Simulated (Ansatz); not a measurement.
Crystal: Hf.

```
Hf
1.0
     0.00000    2.22000    2.22000
     2.22000    0.00000    2.22000
     2.22000    2.22000    0.00000
Hf
1
Direct
  0.00000 0.00000 0.00000
```

This isn't the form of Hf at room conditions, which is hcp.

Program: Ansatz 0.2.0. Alike in all runs: task band structure; potentials or basis Ansatz PAW; no spin polarisation; cell as given; k mesh 10 × 10 × 10; cutoff (eV) 420; smearing fermi-dirac 0.05 eV.

Task: Order these runs on this cell by their pressure, lowest first.
A. level PBEsol
B. level revPBE
C. level LDA

Result: C (-5.7 GPa), A (-1.7 GPa), B (5.2 GPa).

Caveats: the PAW data sets come from PBE, with cores solved anew for the run's functional, which leaves a small shift of forces and pressure.

Runs at the PBE level aren't shown here.
